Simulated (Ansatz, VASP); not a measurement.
**Two plane-wave programs on WSe2**

```
W Se
1.0
     3.27902    0.00000    0.00000
    -1.63951    2.83972    0.00000
     0.00000    0.00000   12.78790
W Se
2 4
Direct
  0.33333 0.66667 0.25000
  0.66667 0.33333 0.75000
  0.33333 0.66667 0.61829
  0.66667 0.33333 0.11829
  0.33333 0.66667 0.88171
  0.66667 0.33333 0.38171
```

Alike in both runs: functional PBE; dispersion D3(BJ); k mesh 9 × 9 × 2; occupations gaussian, width 0.02 eV; no spin polarisation.

Ansatz relaxed the structure, and its values are those at the end. VASP's run is a single point on that final structure, the one shown.

```csv
,VASP,Ansatz
version,VASP 6.6.1,Ansatz 0.2.0
potentials or method,"VASP PAW PBE potentials, release 64 (W_sv, Se)","scalar-relativistic, plane waves, PAW"
plane-wave cutoff (eV),520,420
valence electrons in the cell,52,92
```

Ansatz gave:

```
gap on the k mesh at the Fermi level (eV) : 1.00
least direct gap on the mesh (eV)         : 1.57
pressure (GPa)                            : 0.0
rms of the force components (eV/Å)        : 0.001
```

What did VASP give for the same quantities?

gap on the k mesh at the Fermi level (eV): 0.99; least direct gap on the mesh (eV): 1.56; pressure (GPa): 0.3; rms of the force components (eV/Å): 0.022.

The two sets of potentials don't hold the same shells in valence.

Caveats: spin-orbit coupling is left out, which moves the levels of the heavy elements; an odd mesh through Γ misses points on the zone boundary, where band edges often lie. Expect the measured gap to be larger: semilocal functionals such as PBE lack the derivative discontinuity.
